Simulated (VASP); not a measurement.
# C in VASP: notebook

One slab, C, is run at these levels: LDA, PBE; tasks: relaxation of cell and atoms.

Everything below comes from runs of VASP 6.6.1. Logs are shortened: lines on timing, memory, paths and dates and some standing lists are left out, and cuts for length are marked.

### Step 1. The slab as given

The cell holds a slab with vacuum, 2 atoms: a = 2.446 Å, b = 2.446 Å, c = 18.034 Å, α = 90.00°, β = 90.00°, γ = 120.00°.

The slab is cut from a database's or a generator's crystal, which needn't be the stable form of the element.

### Step 2. Relaxation of cell and atoms, LDA

File INCAR:

```
ALGO = Normal ; EDIFF = 1E-7
EDIFFG = -0.005 ; ENCUT = 600
IBRION = 2 ; ISIF = 3
ISMEAR = 0 ; KPAR = 2
LASPH = True ; LATTICE_CONSTRAINTS = .TRUE. .TRUE. .FALSE.
LCHARG = False ; LREAL = False
LWAVE = False ; NELM = 80
NSW = 90 ; PREC = Accurate
SIGMA = 0.03
```

File KPOINTS:

```
k-points
0
Gamma
  15 15 1
```

File POSCAR:

```
C                                       
1.0
    2.4460290732      0.0000000000      0.0000000000
   -1.2230145366      2.1183233184      0.0000000000
    0.0000000000      0.0000000000     18.0339500000
  C             
     2
Direct
     0.0000000000000000    1.0000000000000000    0.4999974173853705
     0.6666666699999979    0.3333333300000021    0.5000025826146296
```

Potentials or basis: VASP PAW LDA potentials, release 64 (C).

On the command line:

```sh
$ cat potpaw_LDA.64/C/POTCAR > POTCAR
$ mpirun -np 2 vasp_std > vasp.out
```

OUTCAR:

```text
EDIFF = 1E-7
   EDIFFG = -0.005
   ENCUT = 600
   IBRION = 2
   ISIF = 3
   ISMEAR = 0
   LASPH = True
   LREAL = False
   NELM = 80
   NSW = 90
   PREC = Accurate

 ion  position               nearest neighbor table
   1  0.000  0.000  0.500-   2 1.41   2 1.41   2 1.41
   2  0.667  0.333  0.500-   1 1.41   1 1.41   1 1.41

  LATTYP: Found a hexagonal cell.
 ALAT       =     2.4460290732
 C/A-ratio  =     7.3727455645

  Lattice vectors:

 A1 = (   2.4460290732,   0.0000000000,   0.0000000000)
 A2 = (  -1.2230145366,   2.1183233184,   0.0000000000)
 A3 = (   0.0000000000,   0.0000000000,  18.0339500000)

Analysis of symmetry for initial positions (statically):
=====================================================================
 Subroutine PRICEL returns:
 Original cell was already a primitive cell.

 Routine SETGRP: Setting up the symmetry group for a
 hexagonal supercell.

 Subroutine GETGRP returns: Found 12 space group operations
 (whereof  6 operations were pure point group operations)
 out of a pool of 24 trial point group operations.

The static configuration has the point symmetry C_3v.
 The point group associated with its full space group is D_3d.

Analysis of symmetry for dynamics (positions and initial velocities):
=====================================================================
 Subroutine PRICEL returns:
 Original cell was already a primitive cell.

 Routine SETGRP: Setting up the symmetry group for a
 hexagonal supercell.

 Subroutine GETGRP returns: Found 12 space group operations
 (whereof  6 operations were pure point group operations)
 out of a pool of 24 trial point group operations.

The dynamic configuration has the point symmetry C_3v.
 The point group associated with its full space group is D_3d.

 Subroutine INISYM returns: Found 12 space group operations
 (whereof  6 operations are pure point group operations),
 and found     1 'primitive' translations

----------------------------------------------------------------------------------------

                                     Primitive cell

  volume of cell :      93.4426

  direct lattice vectors                    reciprocal lattice vectors
     2.446029073  0.000000000  0.000000000     0.408825885  0.236035734  0.000000000
    -1.223014537  2.118323318  0.000000000     0.000000000  0.472071469  0.000000000
     0.000000000  0.000000000 18.033950000     0.000000000  0.000000000  0.055450969

  length of vectors
     2.446029073  2.446029075 18.033950000     0.472071469  0.472071469  0.055450969

  position of ions in fractional coordinates (direct lattice)
     0.000000000  0.000000000  0.499997417
     0.666666670  0.333333330  0.500002583

  ion indices of the primitive-cell ions
   primitive index   ion index
                 1           1
                 2           2

----------------------------------------------------------------------------------------

 KPOINTS: k-points

Automatic generation of k-mesh.
 Grid dimensions read from file:
 generate k-points for:   15   15    1

 Generating k-lattice:

  Cartesian coordinates                     Fractional coordinates (reciprocal lattice)
     0.027255059  0.015735716  0.000000000     0.066666667  0.000000000  0.000000000
     0.000000000  0.031471431  0.000000000     0.000000000  0.066666667  0.000000000
     0.000000000  0.000000000  0.055450969     0.000000000  0.000000000  1.000000000

  Length of vectors
     0.031471431  0.031471431  0.055450969

  Shift w.r.t. Gamma in fractional coordinates (k-lattice)
     0.000000000  0.000000000  0.000000000

 Subroutine IBZKPT returns following result:
 ===========================================

 Found     27 irreducible k-points:

 Following reciprocal coordinates:
            Coordinates               Weight
  0.000000  0.000000  0.000000      1.000000
  0.066667  0.000000  0.000000      6.000000
  0.133333  0.000000  0.000000      6.000000
  0.200000  0.000000  0.000000      6.000000
  0.266667  0.000000  0.000000      6.000000
  0.333333  0.000000  0.000000      6.000000
[... 16 lines left out ...]
  0.333333  0.200000  0.000000     12.000000
  0.400000  0.200000  0.000000      6.000000
 [... further k-points ...]
   k-points           NKPTS =     27   k-points in BZ     NKDIM =     27   number of bands    NBANDS=      8
   number of dos      NEDOS =    301   number of ions     NIONS =      2
   total plane-waves  NPLWV =  57600
   dimension x,y,z NGX =    20 NGY =   20 NGZ =  144
   dimension x,y,z NGXF=    40 NGYF=   40 NGZF=  288
   ions per type =               2
   NGX,Y,Z   is equivalent  to a cutoff of  13.59, 13.59, 13.27 a.u.
   NGXF,Y,Z  is equivalent  to a cutoff of  27.19, 27.19, 26.55 a.u.
 SYSTEM =  unknown system
   PREC   = accura    normal or accurate (medium, high low for compatibility)
   ISTART =      0    job   : 0-new  1-cont  2-samecut
   ICHARG =      2    charge: 1-file 2-atom 10-const
   ISPIN  =      1    spin polarized calculation?
   LNONCOLLINEAR =      F non collinear calculations
   LSORBIT =      F    spin-orbit coupling
   LASPH  =      T    aspherical Exc in radial PAW
   ENCUT  =  600.0 eV  44.10 Ry    6.64 a.u.   4.89  4.89 36.02*2*pi/ulx,y,z
   NELM   =     80;   NELMIN=  2; NELMDL= -5     # of ELM steps
   EDIFF  = 0.1E-06   stopping-criterion for ELM
   LREAL  =      F    real-space projection
   EDIFFG = -.5E-02   stopping-criterion for IOM
   NSW    =     90    number of steps for IOM
   IBRION =      2    ionic relax: 0-MD 1-quasi-New 2-CG
   NFREE  =      1    steps in history (QN), initial steepest desc. (CG)
   ISIF   =      3    stress and relaxation
   ISYM   =      2    0-nonsym 1-usesym 2-fastsym
   POTIM  = 0.5000    time-step for ionic-motion
   TEBEG  =    0.0;   TEEND  =   0.0 temperature during run
   PSTRESS=    0.0 pullay stress
   NELECT =       8.0000    total number of electrons
   NUPDOWN=      -1.0000    fix difference up-down
   EMIN   =  10.00;   EMAX   =-10.00  energy-range for DOS
   EFERMI =   0.00;   METHOD = LEGACY
   ISMEAR =     0;   SIGMA  =   0.03  broadening in eV -4-tet -1-fermi 0-gaus
   EFERMI_NEDOS =   21; number of points for ismear=-14 and -15
   IALGO  =     38    algorithm
   IMIX   =      4    mixing-type and parameters
     AMIX     =   0.40;   BMIX     =  1.00
     AMIX_MAG =   1.60;   BMIX_MAG =  1.00
  volume/ion in A,a.u.               =      46.72       315.29
  Fermi-wavevector in a.u.,A,eV,Ry     =   0.721534  1.363501  7.083340  0.520611
  Thomas-Fermi vector in A             =   1.811266
   LORBIT       =      0    0 simple, 1 ext, 2 COOP (PROOUT), +10 PAW based schemes
   GGA     = CA    functional components
   LHFCALC =     F    Hartree Fock is set to
   AEXX    =    0.0000 exact exchange contribution
   IVDW    =     0    specifies the selected vdW correction
   LEPSILON=     F    determine dielectric tensor
   LRPA    =     F    only Hartree local field effects (RPA)
 conjugate gradient relaxation of ions
 non-spin polarized calculation
 Gauss-broadening in eV      SIGMA  =   0.03
  energy-cutoff  :      600.00
  volume of cell :       93.44
 maximum number of plane-waves:      3171
 NGX is ok and might be reduce to    20
   NGX =  9   NGY =  9   NGZ = 73

 number of electron       8.0000001 magnetization

 Free energy of the ion-electron system (eV)
  ---------------------------------------------------
  ext. energy  EPLUGINS =         0.00000000
  ---------------------------------------------------
  free energy    TOTEN  =       -20.17941029 eV

  energy without entropy =      -20.17910939  energy(sigma->0) =      -20.17925984

 E-fermi :  -2.7631     XC(G=0):  -2.4530

 val. band max:       -2.7631209605   @ k =   0.3333   0.3333   0.0000
 cond. band min:      -2.7631206268   @ k =   0.3333   0.3333   0.0000
 fundamental gap:      0.0000003338
 Fermi energy:        -2.7631207936

 k-point     1 :       0.0000    0.0000    0.0000
  band No.  band energies     occupation
      1     -22.2566      2.00000
      2     -10.5681      2.00000
      3      -5.7927      2.00000
      4      -5.7927      2.00000
      5       0.5712      0.00000
      6       1.5596      0.00000
      7       1.9503      0.00000
      8       3.1196      0.00000

 k-point     2 :       0.0667    0.0000    0.0000
  band No.  band energies     occupation
      1     -22.1508      2.00000
      2     -10.4400      2.00000
      3      -6.2097      2.00000
      4      -6.0200      2.00000
      5       0.7149      0.00000
      6       1.7058      0.00000
      7       2.0986      0.00000
      8       3.2659      0.00000

 k-point     3 :       0.1333    0.0000    0.0000
  band No.  band energies     occupation
      1     -21.8339      2.00000
      2     -10.0574      2.00000
      3      -7.3232      2.00000
      4      -6.5954      2.00000
      5       1.1461      0.00000
      6       2.1436      0.00000
      7       2.5436      0.00000
      8       3.7044      0.00000

 k-point     4 :       0.2000    0.0000    0.0000
  band No.  band energies     occupation
      1     -21.3084      2.00000
      2      -9.4273      2.00000
      3      -8.8596      2.00000
      4      -7.3139      2.00000
      5       1.8644      0.00000
      6       2.8695      0.00000
      7       3.2853      0.00000
      8       4.4301      0.00000

 k-point     5 :       0.2667    0.0000    0.0000
  band No.  band energies     occupation
      1     -20.5780      2.00000
      2     -10.5869      2.00000
      3      -8.5649      2.00000
      4      -8.0123      2.00000
      5       2.8672      0.00000
      6       3.7932      0.00000
      7       4.2181      0.00000
      8       4.3226      0.00000

 k-point     6 :       0.3333    0.0000    0.0000
  band No.  band energies     occupation
      1     -19.6497      2.00000
      2     -12.3537      2.00000
      3      -8.5928      2.00000
      4      -7.5028      2.00000
      5       2.2024      0.00000
      6       4.1445      0.00000
      7       5.2170      0.00000
      8       5.2278      0.00000

 k-point     7 :       0.4000    0.0000    0.0000
  band No.  band energies     occupation
      1     -18.5370      2.00000
      2     -14.0626      2.00000
      3      -9.0021      2.00000
      4      -6.3273      2.00000
      5       0.4089      0.00000
      6       5.0127      0.00000
      7       5.7520      0.00000
      8       6.7900      0.00000
[... 133 lines left out ...]
 k-point    20 :       0.4000    0.1333    0.0000
  band No.  band energies     occupation
      1     -17.0169      2.00000
      2     -15.3517      2.00000
      3     -10.4498      2.00000
      4      -4.9569      2.00000
      5      -1.0148      0.00000
      6       6.6345      0.00000
      7       7.9526      0.00000
      8       8.6987      0.00000

 k-point    21 :       0.2000    0.2000    0.0000
  band No.  band energies     occupation
      1     -19.4478      2.00000
      2     -11.6122      2.00000
      3     -10.3102      2.00000
      4      -7.2499      2.00000
      5       2.2193      0.00000
      6       4.4429      0.00000
      7       5.4391      0.00000
      8       5.9558      0.00000

 k-point    22 :       0.2667    0.2000    0.0000
  band No.  band energies     occupation
      1     -18.4419      2.00000
      2     -12.9029      2.00000
      3     -11.1301      2.00000
      4      -6.1296      2.00000
      5       0.7155      0.00000
      6       5.8565      0.00000
      7       6.7761      0.00000
      8       7.4372      0.00000

 k-point    23 :       0.3333    0.2000    0.0000
  band No.  band energies     occupation
      1     -17.2776      2.00000
      2     -14.3579      2.00000
      3     -11.5457      2.00000
      4      -4.9618      2.00000
      5      -0.7067      0.00000
      6       7.5145      0.00000
      7       8.0352      0.00000
      8       8.3853      0.00000

 k-point    24 :       0.4000    0.2000    0.0000
  band No.  band energies     occupation
      1     -16.2790      2.00000
      2     -15.4697      2.00000
      3     -11.6748      2.00000
      4      -4.2906      2.00000
      5      -1.4677      0.00000
      6       8.3179      0.00000
      7       8.4595      0.00000
      8       9.2826      0.00000

 [... further k-points ...]
[... 5 lines left out ...]
  --------------------------------------------------------------------------------------
  -------------------------------------------------------------------------------------
  Total       -0.0003209     -0.0003209     -0.0438150      0.0000000      0.0000000      0.0000000
  in kB       -0.0055014     -0.0055014     -0.7512566      0.0000000      0.0000000      0.0000000
  external PRESSURE =      -0.2540865 kB  Pullay stress =       0.0000000 kB

 VOLUME and BASIS-vectors are now :
 -----------------------------------------------------------------------------
  energy-cutoff  :      600.00
  volume of cell :       93.44
      direct lattice vectors                 reciprocal lattice vectors
     2.446029073  0.000000000  0.000000000     0.408825885  0.236035734  0.000000000
    -1.223014537  2.118323318  0.000000000     0.000000000  0.472071469  0.000000000
     0.000000000  0.000000000 18.033950000     0.000000000  0.000000000  0.055450969

 POSITION                                       TOTAL-FORCE (eV/Angst)
 -----------------------------------------------------------------------------------
      0.00000      0.00000      9.01693        -0.000000      0.000000      0.001649
      1.22301      0.70611      9.01702         0.000000     -0.000000     -0.001649
 -----------------------------------------------------------------------------------
    total drift:                               -0.000004      0.000002     -0.000000

  FREE ENERGIE OF THE ION-ELECTRON SYSTEM (eV)
  ---------------------------------------------------
  free  energy   TOTEN  =       -20.1794102942 eV

  energy  without entropy=      -20.1791093931  energy(sigma->0) =      -20.17925984

 reached required accuracy - stopping structural energy minimisation
```

Wall time 12 s (2 MPI ranks of Intel Xeon 6975P-C (Granite Rapids), shared host); peak memory 0.16 GiB.

What came out:

```yaml
Free_energy: -20.1794 eV
Band_gap_on_the_k_mesh: none (metal or under the smearing width)
```

Final structure:
```
C
1.0
     2.44603    0.00000    0.00000
    -1.22301    2.11832    0.00000
     0.00000    0.00000   18.03395
C
2
Direct
  0.00000 0.00000 0.50000
  0.66667 0.33333 0.50000
```

Caveat: the relaxation stopped at its first step, so nothing moved.

### Step 3. Relaxation of cell and atoms, PBE

This run uses another cell than the first one, of 47.64 Å³/atom, 1.020 times its volume.

File INCAR:

```
PREC = Accurate
ENCUT = 600
EDIFF = 1E-6
ISMEAR = 0
SIGMA = 0.03
LREAL = F
LASPH = T
NELM = 80
ALGO = Normal
ISIF = 3
LWAVE = F
LCHARG = F
GGA = PE
IBRION = 2
NSW = 90
EDIFFG = -0.01
LATTICE_CONSTRAINTS = .TRUE. .TRUE. .FALSE.
KPAR = 2
```

File KPOINTS:

```
regular mesh
0
Gamma
  15 15 1
```

File POSCAR:

```
C
1.0
    2.4700000000      0.0000000000      0.0000000000
   -1.2350000000      2.1390827500      0.0000000000
    0.0000000000      0.0000000000     18.0339500000
C
2
Direct
    0.0000000000      0.0000000000      0.4990587200
    0.6666666700      0.3333333300      0.5009412800
```

Potentials or basis: VASP PAW PBE potentials, release 64 (C).

On the command line:

```sh
$ cat potpaw_PBE.64/C/POTCAR > POTCAR
$ mpirun -np 2 vasp_std > vasp.out
```

OUTCAR:

```text
PREC = Accurate
   ENCUT = 600
   EDIFF = 1E-6
   ISMEAR = 0
   LREAL = F
   LASPH = T
   NELM = 80
   ISIF = 3
   GGA = PE
   IBRION = 2
   NSW = 90
   EDIFFG = -0.01

 ion  position               nearest neighbor table
   1  0.000  0.000  0.499-   2 1.43   2 1.43   2 1.43
   2  0.667  0.333  0.501-   1 1.43   1 1.43   1 1.43

  LATTYP: Found a hexagonal cell.
 ALAT       =     2.4700000000
 C/A-ratio  =     7.3011943320

  Lattice vectors:

 A1 = (   2.4700000000,   0.0000000000,   0.0000000000)
 A2 = (  -1.2350000000,   2.1390827500,   0.0000000000)
 A3 = (   0.0000000000,   0.0000000000,  18.0339500000)

Analysis of symmetry for initial positions (statically):
=====================================================================
 Subroutine PRICEL returns:
 Original cell was already a primitive cell.
[... 327 lines left out ...]

  energy without entropy =      -18.45294403  energy(sigma->0) =      -18.45309448

 E-fermi :  -2.5902     XC(G=0):  -2.4314

 val. band max:       -2.5901669287   @ k =   0.3333   0.3333   0.0000
 cond. band min:      -2.5901666485   @ k =   0.3333   0.3333   0.0000
 fundamental gap:      0.0000002803
 Fermi energy:        -2.5901667885

 k-point     1 :       0.0000    0.0000    0.0000
  band No.  band energies     occupation
      1     -22.1046      2.00000
      2     -10.2002      2.00000
      3      -5.6375      2.00000
      4      -5.6375      2.00000
      5       0.6473      0.00000
      6       1.4315      0.00000
      7       1.9114      0.00000
      8       3.0617      0.00000
[... 243 lines left out ...]
 k-point    24 :       0.4000    0.2000    0.0000
  band No.  band energies     occupation
      1     -16.2625      2.00000
      2     -15.2709      2.00000
      3     -11.4332      2.00000
      4      -4.0901      2.00000
      5      -1.2925      0.00000
      6       8.2032      0.00000
      7       8.7288      0.00000
      8       9.2967      0.00000

 [... further k-points ...]
[... 5 lines left out ...]
  --------------------------------------------------------------------------------------
  -------------------------------------------------------------------------------------
  Total        0.0010008      0.0010008     -0.0312235      0.0000000      0.0000000     -0.0000000
  in kB        0.0168706      0.0168706     -0.5263625      0.0000000      0.0000000     -0.0000000
  external PRESSURE =      -0.1642071 kB  Pullay stress =       0.0000000 kB
[... 17 lines left out ...]
  FREE ENERGIE OF THE ION-ELECTRON SYSTEM (eV)
  ---------------------------------------------------
  free  energy   TOTEN  =       -18.4532449291 eV

  energy  without entropy=      -18.4529440280  energy(sigma->0) =      -18.45309448

 reached required accuracy - stopping structural energy minimisation
```

It took 25 s on 2 MPI ranks of Intel Xeon 6975P-C (Granite Rapids), shared host; peak memory 0.21 GiB.

What came out:

```yaml
Free_energy: -18.4532 eV
Relaxed_volume: 47.52 Å³/atom
Relaxed_cell: a = 2.467 Å, b = 2.467 Å, c = 18.034 Å, α = 90.00°, β = 90.00°, γ = 120.00°
Space_group_after_relaxing_to_0.05_Å: P6/mmm (No. 191)
Energy_gained_by_relaxing: 4.9 meV/atom
Ionic_steps: 5
Band_gap_on_the_k_mesh: none (metal or under the smearing width)
```

The path:
```tsv
step	energy change (eV)	largest force (eV/Å)	pressure (GPa)	volume (Å³)
1	0.0000	0.5691	-0.23	95.28
2	-0.0050	0.3499	0.43	94.49
3	-0.0097	0.0240	0.16	94.81
4	-0.0091	0.0478	-0.36	95.47
5	-0.0099	0.0006	-0.02	95.04
```

Final structure:
```xyz
2
Lattice="2.4669 0.0000 0.0000 -1.2334 2.1364 0.0000 0.0000 0.0000 18.0340" Properties=species:S:1:pos:R:3 pbc="T T T"
C     0.0000    0.0000    9.0170
C     1.2334    0.7121    9.0170
```
